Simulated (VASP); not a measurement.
# BN (lda) (F-43m) in VASP: notebook

The runs below take BN (lda) through single point, with LDA.

Everything below comes from runs of VASP 6.6.1. Logs are shortened: lines on timing, memory, paths and dates and some standing lists are left out, and cuts for length are marked.

**Experimental background.**

From a printed reference work, monograph, for a bulk crystal of BN at 300 K: band gap 6.4 eV (indirect).

The runs below are set against these values where they give the same quantity.

## Step 1: The cell of the first run

The structure is cubic, space group F-43m (No. 216). The conventional cell has a = 3.581 Å, b = 3.581 Å, c = 3.581 Å, α = 90.00°, β = 90.00°, γ = 90.00°. B (site symmetry -43m) has 4 N at 1.55 Å within 2.1 Å. Within 2.1 Å of N (site symmetry -43m) lie 4 B at 1.55 Å.

## Step 2: Single point, LDA

Contents of INCAR:

```
SYSTEM = BN
  PREC = Accurate
  ENCUT = 600
  EDIFF = 1E-6
  ISMEAR = 0
  SIGMA = 0.02
  LREAL = .FALSE.
  LASPH = .TRUE.
  NELM = 120
  ALGO = Normal
  ISIF = 2
  LWAVE = .FALSE.
  LCHARG = .FALSE.
  GGA = CA
  NBANDS = 11
  GGA_COMPAT = .FALSE.
```

Contents of KPOINTS:

```
Automatic mesh
0
G
  12 12 12
  0 0 0
```

Contents of POSCAR:

```
BN
1.0
    0.0000000000      1.7902747231      1.7902747231
    1.7902747231      0.0000000000      1.7902747231
    1.7902747231      1.7902747231      0.0000000000
B N
1 1
Direct
    0.0000000000      0.0000000000      0.0000000000
    0.2500000000      0.2500000000      0.2500000000
```

Potentials or basis: VASP PAW LDA potentials, release 64 (B, N).

Launch:

```console
$ cat potpaw_LDA.64/B/POTCAR potpaw_LDA.64/N/POTCAR > POTCAR
$ mpirun -np 1 vasp_std > vasp.out
```

OUTCAR:

```text
SYSTEM = BN
   PREC = Accurate
   ENCUT = 600
   EDIFF = 1E-6
   ISMEAR = 0
   LREAL = .FALSE.
   LASPH = .TRUE.
   NELM = 120
   ISIF = 2
   GGA = CA

 ion  position               nearest neighbor table
   1  0.000  0.000  0.000-   2 1.55   2 1.55   2 1.55   2 1.55
   2  0.250  0.250  0.250-   1 1.55   1 1.55   1 1.55   1 1.55

  LATTYP: Found a face centered cubic cell.
 ALAT       =     3.5805494462

  Lattice vectors:

 A1 = (   0.0000000000,   1.7902747231,   1.7902747231)
 A2 = (   1.7902747231,   0.0000000000,   1.7902747231)
 A3 = (   1.7902747231,   1.7902747231,   0.0000000000)

Analysis of symmetry for initial positions (statically):
=====================================================================
 Subroutine PRICEL returns:
 Original cell was already a primitive cell.

 Routine SETGRP: Setting up the symmetry group for a
 face centered cubic supercell.

 Subroutine GETGRP returns: Found 24 space group operations
 (whereof 24 operations were pure point group operations)
 out of a pool of 48 trial point group operations.

The static configuration has the point symmetry T_d .

Analysis of symmetry for dynamics (positions and initial velocities):
=====================================================================
 Subroutine PRICEL returns:
 Original cell was already a primitive cell.

 Routine SETGRP: Setting up the symmetry group for a
 face centered cubic supercell.

 Subroutine GETGRP returns: Found 24 space group operations
 (whereof 24 operations were pure point group operations)
 out of a pool of 48 trial point group operations.

The dynamic configuration has the point symmetry T_d .

 Subroutine INISYM returns: Found 24 space group operations
 (whereof 24 operations are pure point group operations),
 and found     1 'primitive' translations

----------------------------------------------------------------------------------------

                                     Primitive cell

  volume of cell :      11.4760

  direct lattice vectors                    reciprocal lattice vectors
     0.000000000  1.790274723  1.790274723    -0.279286745  0.279286745  0.279286745
     1.790274723  0.000000000  1.790274723     0.279286745 -0.279286745  0.279286745
     1.790274723  1.790274723  0.000000000     0.279286745  0.279286745 -0.279286745

  length of vectors
     2.531830794  2.531830794  2.531830794     0.483738832  0.483738832  0.483738832

  position of ions in fractional coordinates (direct lattice)
     0.000000000  0.000000000  0.000000000
     0.250000000  0.250000000  0.250000000

  ion indices of the primitive-cell ions
   primitive index   ion index
                 1           1
                 2           2

----------------------------------------------------------------------------------------

 KPOINTS: Automatic mesh

Automatic generation of k-mesh.
 Grid dimensions read from file:
 generate k-points for:   12   12   12

 Generating k-lattice:

  Cartesian coordinates                     Fractional coordinates (reciprocal lattice)
    -0.023273895  0.023273895  0.023273895     0.083333333  0.000000000  0.000000000
     0.023273895 -0.023273895  0.023273895     0.000000000  0.083333333  0.000000000
     0.023273895  0.023273895 -0.023273895     0.000000000  0.000000000  0.083333333

  Length of vectors
     0.040311569  0.040311569  0.040311569

  Shift w.r.t. Gamma in fractional coordinates (k-lattice)
     0.000000000  0.000000000  0.000000000

 Subroutine IBZKPT returns following result:
 ===========================================

 Found     72 irreducible k-points:

 Following reciprocal coordinates:
            Coordinates               Weight
  0.000000  0.000000  0.000000      1.000000
  0.083333  0.000000  0.000000      8.000000
  0.166667  0.000000  0.000000      8.000000
  0.250000  0.000000  0.000000      8.000000
  0.333333  0.000000  0.000000      8.000000
  0.416667  0.000000  0.000000      8.000000
[... 16 lines left out ...]
  0.500000  0.166667  0.000000     24.000000
 -0.416667  0.166667  0.000000     24.000000
 [... further k-points ...]
   k-points           NKPTS =     72   k-points in BZ     NKDIM =     72   number of bands    NBANDS=     11
   number of dos      NEDOS =    301   number of ions     NIONS =      2
   total plane-waves  NPLWV =   8000
   dimension x,y,z NGX =    20 NGY =   20 NGZ =   20
   dimension x,y,z NGXF=    40 NGYF=   40 NGZF=   40
   ions per type =               1   1
   NGX,Y,Z   is equivalent  to a cutoff of  13.13, 13.13, 13.13 a.u.
   NGXF,Y,Z  is equivalent  to a cutoff of  26.26, 26.26, 26.26 a.u.
 SYSTEM =  BN
   PREC   = accura    normal or accurate (medium, high low for compatibility)
   ISTART =      0    job   : 0-new  1-cont  2-samecut
   ICHARG =      2    charge: 1-file 2-atom 10-const
   ISPIN  =      1    spin polarized calculation?
   LNONCOLLINEAR =      F non collinear calculations
   LSORBIT =      F    spin-orbit coupling
   LASPH  =      T    aspherical Exc in radial PAW
   ENCUT  =  600.0 eV  44.10 Ry    6.64 a.u.   5.06  5.06  5.06*2*pi/ulx,y,z
   NELM   =    120;   NELMIN=  2; NELMDL= -5     # of ELM steps
   EDIFF  = 0.1E-05   stopping-criterion for ELM
   LREAL  =      F    real-space projection
   EDIFFG = 0.1E-04   stopping-criterion for IOM
   NSW    =      0    number of steps for IOM
   IBRION =     -1    ionic relax: 0-MD 1-quasi-New 2-CG
   NFREE  =      0    steps in history (QN), initial steepest desc. (CG)
   ISIF   =      2    stress and relaxation
   ISYM   =      2    0-nonsym 1-usesym 2-fastsym
   POTIM  = 0.5000    time-step for ionic-motion
   TEBEG  =    0.0;   TEEND  =   0.0 temperature during run
   PSTRESS=    0.0 pullay stress
   NELECT =       8.0000    total number of electrons
   NUPDOWN=      -1.0000    fix difference up-down
   EMIN   =  10.00;   EMAX   =-10.00  energy-range for DOS
   EFERMI =   0.00;   METHOD = LEGACY
   ISMEAR =     0;   SIGMA  =   0.02  broadening in eV -4-tet -1-fermi 0-gaus
   EFERMI_NEDOS =   21; number of points for ismear=-14 and -15
   IALGO  =     38    algorithm
   IMIX   =      4    mixing-type and parameters
     AMIX     =   0.40;   BMIX     =  1.00
     AMIX_MAG =   1.60;   BMIX_MAG =  1.00
  volume/ion in A,a.u.               =       5.74        38.72
  Fermi-wavevector in a.u.,A,eV,Ry     =   1.451583  2.743094 28.668736  2.107093
  Thomas-Fermi vector in A             =   2.569063
   LORBIT       =      0    0 simple, 1 ext, 2 COOP (PROOUT), +10 PAW based schemes
   GGA     = CA    functional components
   LHFCALC =     F    Hartree Fock is set to
   AEXX    =    0.0000 exact exchange contribution
   IVDW    =     0    specifies the selected vdW correction
   LEPSILON=     F    determine dielectric tensor
   LRPA    =     F    only Hartree local field effects (RPA)
 non-spin polarized calculation
 Gauss-broadening in eV      SIGMA  =   0.02
  energy-cutoff  :      600.00
  volume of cell :       11.48
 maximum number of plane-waves:       392
   NGX = 11   NGY = 11   NGZ = 11

 number of electron       7.9999999 magnetization

 Free energy of the ion-electron system (eV)
  ---------------------------------------------------
  ext. energy  EPLUGINS =         0.00000000
  ---------------------------------------------------
  free energy    TOTEN  =       -19.41630811 eV

  energy without entropy =      -19.41630811  energy(sigma->0) =      -19.41630811

 E-fermi :   7.8567     XC(G=0): -13.2435

 val. band max:        7.7515545289   @ k =   0.0000   0.0000   0.0000
 cond. band min:      12.1290190230   @ k =   0.5000   0.5000   0.0000
 fundamental gap:      4.3774644941
 Fermi energy:         7.8567416286

 k-point     1 :       0.0000    0.0000    0.0000
  band No.  band energies     occupation
      1     -12.6464      2.00000
      2       7.7516      2.00000
      3       7.7516      2.00000
      4       7.7516      2.00000
      5      16.5708      0.00000
      6      16.5708      0.00000
      7      16.5708      0.00000
      8      18.6620      0.00000
      9      32.7878      0.00000
     10      35.8949      0.00000
     11      35.8949      0.00000

 k-point     2 :       0.0833    0.0000    0.0000
  band No.  band energies     occupation
      1     -12.4730      2.00000
      2       6.8286      2.00000
      3       7.5636      2.00000
      4       7.5636      2.00000
      5      16.8402      0.00000
      6      16.8543      0.00000
      7      16.8543      0.00000
      8      19.1743      0.00000
      9      32.4630      0.00000
     10      33.5055      0.00000
     11      33.5055      0.00000

 k-point     3 :       0.1667    0.0000    0.0000
  band No.  band energies     occupation
      1     -11.9584      2.00000
      2       4.6973      2.00000
      3       7.1077      2.00000
      4       7.1077      2.00000
      5      17.2753      0.00000
      6      17.5092      0.00000
      7      17.5092      0.00000
      8      20.3957      0.00000
      9      31.7635      0.00000
     10      31.9093      0.00000
     11      31.9093      0.00000

 k-point     4 :       0.2500    0.0000    0.0000
  band No.  band energies     occupation
      1     -11.1242      2.00000
      2       2.1831      2.00000
      3       6.5836      2.00000
      4       6.5836      2.00000
      5      17.6821      0.00000
      6      18.1274      0.00000
      7      18.1274      0.00000
      8      21.6126      0.00000
      9      31.2065      0.00000
     10      31.4982      0.00000
     11      31.4982      0.00000
[... 239 lines left out ...]
 k-point    22 :       0.4167    0.1667    0.0000
  band No.  band energies     occupation
      1      -9.0937      2.00000
      2      -0.5838      2.00000
      3       4.5595      2.00000
      4       4.6925      2.00000
      5      16.2861      0.00000
      6      20.4359      0.00000
      7      20.7264      0.00000
      8      21.7039      0.00000
      9      28.2128      0.00000
     10      34.2871      0.00000
     11      36.4184      0.00000

 k-point    23 :       0.5000    0.1667    0.0000
  band No.  band energies     occupation
      1      -8.0563      2.00000
      2      -2.2224      2.00000
      3       3.9563      2.00000
      4       4.7700      2.00000
      5      16.6292      0.00000
      6      20.4241      0.00000
      7      20.4695      0.00000
      8      23.0110      0.00000
      9      28.5663      0.00000
     10      34.4631      0.00000
     11      35.5964      0.00000

 k-point    24 :      -0.4167    0.1667    0.0000
  band No.  band energies     occupation
      1      -7.8517      2.00000
      2      -2.5133      2.00000
      3       3.5396      2.00000
      4       5.0970      2.00000
      5      17.0808      0.00000
      6      20.0643      0.00000
      7      20.2950      0.00000
      8      23.6459      0.00000
      9      28.8490      0.00000
     10      33.2880      0.00000
     11      34.7251      0.00000

 [... further k-points ...]
[... 5 lines left out ...]
  --------------------------------------------------------------------------------------
  -------------------------------------------------------------------------------------
  Total        0.0545221      0.0545221      0.0545221      0.0000000      0.0000000      0.0000000
  in kB        7.6119123      7.6119123      7.6119123      0.0000000      0.0000000      0.0000000
  external PRESSURE =       7.6119123 kB  Pullay stress =       0.0000000 kB

 VOLUME and BASIS-vectors are now :
 -----------------------------------------------------------------------------
  energy-cutoff  :      600.00
  volume of cell :       11.48
      direct lattice vectors                 reciprocal lattice vectors
     0.000000000  1.790274723  1.790274723    -0.279286745  0.279286745  0.279286745
     1.790274723  0.000000000  1.790274723     0.279286745 -0.279286745  0.279286745
     1.790274723  1.790274723  0.000000000     0.279286745  0.279286745 -0.279286745

 POSITION                                       TOTAL-FORCE (eV/Angst)
 -----------------------------------------------------------------------------------
      0.00000      0.00000      0.00000        -0.000000     -0.000000     -0.000000
      0.89514      0.89514      0.89514         0.000000      0.000000      0.000000
 -----------------------------------------------------------------------------------
    total drift:                               -0.000000     -0.000000     -0.000000

  FREE ENERGIE OF THE ION-ELECTRON SYSTEM (eV)
  ---------------------------------------------------
  free  energy   TOTEN  =       -19.4163081139 eV

  energy  without entropy=      -19.4163081139  energy(sigma->0) =      -19.41630811
```

Run time: 6.5 s. Hardware: 1 thread of Intel Xeon 6975P-C, shared host; peak memory 0.12 GiB.

Results:

```
Free energy            : -19.4163 eV
Pressure               : 0.8 GPa
Band gap on the k mesh : 4.38 eV, indirect (least direct gap 8.82 eV)
```

## Step 3: Single point, LDA (volume scaled by 0.97)

Changes to INCAR since step 2:

```diff
@@ -13,3 +13,2 @@
   LCHARG = .FALSE.
-  GGA = CA
   NBANDS = 11
```

Contents of KPOINTS:

```
regular mesh
0
G
  12 12 12
  0 0 0
```

Contents of POSCAR:

```
BN
1.0
    0.0000000000      1.7721899036      1.7721899036
    1.7721899036      0.0000000000      1.7721899036
    1.7721899036      1.7721899036      0.0000000000
B N
1 1
Direct
    0.0000000000      0.0000000000      0.0000000000
    0.2500000000      0.2500000000      0.2500000000
```

Potentials or basis: VASP PAW LDA potentials, release 64 (B, N).

Launch:

```console
$ cat potpaw_LDA.64/B/POTCAR potpaw_LDA.64/N/POTCAR > POTCAR
$ mpirun -np 1 vasp_std > vasp.out
```

Wall time 6.7 s (1 thread of Intel Xeon 6975P-C, shared host); peak memory 0.12 GiB.

It converged, with:

```
Free energy            : -19.4000 eV
Pressure               : 13.8 GPa
Band gap on the k mesh : 4.41 eV, indirect (least direct gap 8.96 eV)
```

Levels at points of the mesh, in eV from the valence-band top:
```
           k point  band 1  band 2  band 3  band 4  band 5  band 6  band 7  band 8
(0.00, 0.00, 0.00)  -20.76    0.00    0.00    0.00    8.96    8.96    8.96   11.42
(0.50, 0.00, 0.00)  -16.19  -11.27   -2.06   -2.06   10.89   10.89   11.00   15.62
(0.50, 0.50, 0.00)  -14.73   -9.28   -5.23   -5.23    4.41    9.48   18.62   18.62
```

## Step 4: Single point, LDA (volume scaled by 1.03)

Contents of INCAR:

```
PREC     = Accurate       # precision mode
ENCUT    = 600            # plane-wave cutoff, eV
EDIFF    = 1E-6           # SCF threshold, eV
ISMEAR   = 0              # smearing method
SIGMA    = 0.02           # smearing width, eV
LREAL    = False          # projectors in reciprocal space
LASPH    = True           # aspherical terms in the spheres
NELM     = 120            # most SCF steps
ALGO     = Normal         # electronic algorithm
ISIF     = 2              # what is computed and relaxed
LWAVE    = False          # write WAVECAR
LCHARG   = True           # write CHGCAR
LELF     = True           # ELF
LVHAR    = True         
NBANDS   = 11             # bands
GGA_COMPAT= False
```

Contents of KPOINTS:

```
Automatic mesh
0
Gamma
  12 12 12
```

Contents of POSCAR:

```
BN
1.0
    0.0000000000      1.8080013683      1.8080013683
    1.8080013683      0.0000000000      1.8080013683
    1.8080013683      1.8080013683      0.0000000000
B N
1 1
Direct
    0.0000000000      0.0000000000      0.0000000000
    0.2500000000      0.2500000000      0.2500000000
```

Launch:

```console
$ cat potpaw_LDA.64/B/POTCAR potpaw_LDA.64/N/POTCAR > POTCAR
$ mpirun -np 1 vasp_std > vasp.out
```

Wall time 4.8 s (1 thread of Intel Xeon 6975P-C, shared host); peak memory 0.12 GiB.

The run converged. Its results:

| Property | Result |
| --- | --- |
| Free energy | -19.4063 eV |
| Pressure | -10.6 GPa |
| Band gap on the k mesh | 4.34 eV, indirect (least direct gap 8.68 eV) |

Levels at points of the mesh, in eV from the valence-band top:
```tsv
k point	band 2	band 3	band 4	band 5	band 6	band 7
(0.00, 0.00, 0.00)	0.00	0.00	0.00	8.68	8.68	8.68
(0.50, 0.00, 0.00)	-10.71	-1.95	-1.95	10.20	10.56	10.56
(0.50, 0.50, 0.00)	-8.88	-4.92	-4.92	4.34	9.14	17.69
```

 A k mesh can miss the band edges.

## Step 5: Overview

| cell | gap on the mesh (eV) | pressure (GPa) |
| --- | --- | --- |
| a = 2.532 Å, angles 60.0°, 2 atoms | 4.38 | 0.8 |
| a = 2.506 Å, angles 60.0°, 2 atoms | 4.41 | 13.8 |
| a = 2.557 Å, angles 60.0°, 2 atoms | 4.34 | -10.6 |

Alike in all rows: task single point; level LDA; potentials or basis VASP PAW LDA potentials, release 64 (B, N); no spin polarisation; k mesh 12 × 12 × 12; cutoff (eV) 600; smearing gaussian 0.02 eV.

Total energies depend on the potentials used, so only differences within one code and one set of settings carry meaning.

## Step 6: Against experiment

Step 2. Against the measured gap of BN, 6.4 eV (indirect; 300 K; a printed reference work, monograph), the calculated 4.38 eV is off by -2.02 eV. The value is that of LDA on a finite k mesh, which can miss the band edges, without temperature or zero-point motion. Semilocal functionals fall short of measured gaps as a rule.
